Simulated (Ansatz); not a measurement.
# Ru (Ruthenium): the cost of one run

Method: DFT PBE+D3(BJ), scalar-relativistic, plane waves, PAW, in Ansatz 0.2.0.

1 further run of the same task is left out (set aside as unsound or not needed).

### 1 The system as given

Symmetry: P6_3/mmc, No. 194, hexagonal system. Conventional cell: a = 2.698 Å, b = 2.698 Å, c = 4.266 Å, α = 90.00°, β = 90.00°, γ = 120.00°. Ru (site symmetry -6m2) is surrounded by 12 Ru at 2.64 to 2.70 Å.

As a file:

```cif
data_structure
_symmetry_space_group_name_H-M 'P6_3/mmc'
_symmetry_Int_Tables_number 194
_cell_length_a 2.6976
_cell_length_b 2.6976
_cell_length_c 4.2658
_cell_angle_alpha 90.000
_cell_angle_beta 90.000
_cell_angle_gamma 120.000
_cell_volume 26.88
loop_
_atom_site_label
_atom_site_type_symbol
_atom_site_symmetry_multiplicity
_atom_site_Wyckoff_symbol
_atom_site_fract_x
_atom_site_fract_y
_atom_site_fract_z
_atom_site_occupancy
Ru1 Ru 2 c 0.33333 0.66667 0.25000 1
```

This cell was relaxed beforehand with the same method: volume 13.44 Å³/atom, gap on the mesh none (metal).

### 2 Cutting the slab

Miller indices refer to the conventional cell of the relaxed bulk, P6_3/mmc (No. 194): a = 2.698 Å, b = 2.698 Å, c = 4.266 Å, α = 90.00°, β = 90.00°, γ = 120.00°.

A (100) slab, 7.8 Å thick as cut, with 17 Å of vacuum, in a 2×1 surface cell; its outer planes are Ru (top) and Ru (bottom).

The slab as cut. Layers, bottom to top:

| plane | atoms per cell | height over the lowest (Å) |
| --- | --- | --- |
| 1 | Ru2 | 0.00 |
| 2 | Ru2 | 0.78 |
| 3 | Ru2 | 2.34 |
| 4 | Ru2 | 3.11 |
| 5 | Ru2 | 4.67 |
| 6 | Ru2 | 5.45 |
| 7 | Ru2 | 7.01 |
| 8 | Ru2 | 7.79 |

### 3 Relaxing the clean slab

The input, input.yaml:

```yaml
crystal:
  lattice:
    - [5.395189554, 0.0, 0.0]
    - [0.0, 4.2658179916, 0.0]
    - [0.0, 0.0, 24.7872853534]
  atoms:
    - { symbol: Ru, position: [0.5, 0.75, 0.3429177451] }
    - { symbol: Ru, position: [0.0, 0.75, 0.3429177451] }
    - { symbol: Ru, position: [0.75, 0.25, 0.3743341961] }
    - { symbol: Ru, position: [0.25, 0.25, 0.3743341961] }
    - { symbol: Ru, position: [0.75, 0.75, 0.437167098] }
    - { symbol: Ru, position: [0.25, 0.75, 0.437167098] }
    - { symbol: Ru, position: [0.0, 0.25, 0.468583549] }
    - { symbol: Ru, position: [0.5, 0.25, 0.468583549] }
    - { symbol: Ru, position: [0.0, 0.75, 0.531416451] }
    - { symbol: Ru, position: [0.5, 0.75, 0.531416451] }
    - { symbol: Ru, position: [0.25, 0.25, 0.562832902] }
    - { symbol: Ru, position: [0.75, 0.25, 0.562832902] }
    - { symbol: Ru, position: [0.25, 0.75, 0.6256658039] }
    - { symbol: Ru, position: [0.75, 0.75, 0.6256658039] }
    - { symbol: Ru, position: [0.5, 0.25, 0.6570822549] }
    - { symbol: Ru, position: [0.0, 0.25, 0.6570822549] }
basis:
  ecutwfc: 420
kpoints:
  mp_grid: { grid: [6, 7, 1] }
hamiltonian:
  xc: pbe
  dispersion: d3bj
scf:
  occupations: { method: gaussian, width: 0.1 }
output:
  forces: true
  eigenvalues: true
  write_density: true
  write_potential: true
  elf: true
  volumetric_format: npy
relax:
  adjacent_minimum: "off"
  f_tol: 0.03
  max_steps: 70
  constraints: [{ sites: [0, 1, 2, 3, 4, 5, 6, 7] }]
efield:
  axis: 3
  dipole_correction: true
```

The run is started by

```sh
ansatz run input.yaml --threads 4 --pin off --max-ram 10240MiB --backend cpu --events-out ev --progress --plain --runs-dir out
```

**Question.** How long does this run take on 4 threads of Arm Neoverse V2, shared host, and how much memory does it need?

About 3.1 min, with a peak of 2.4 GiB.
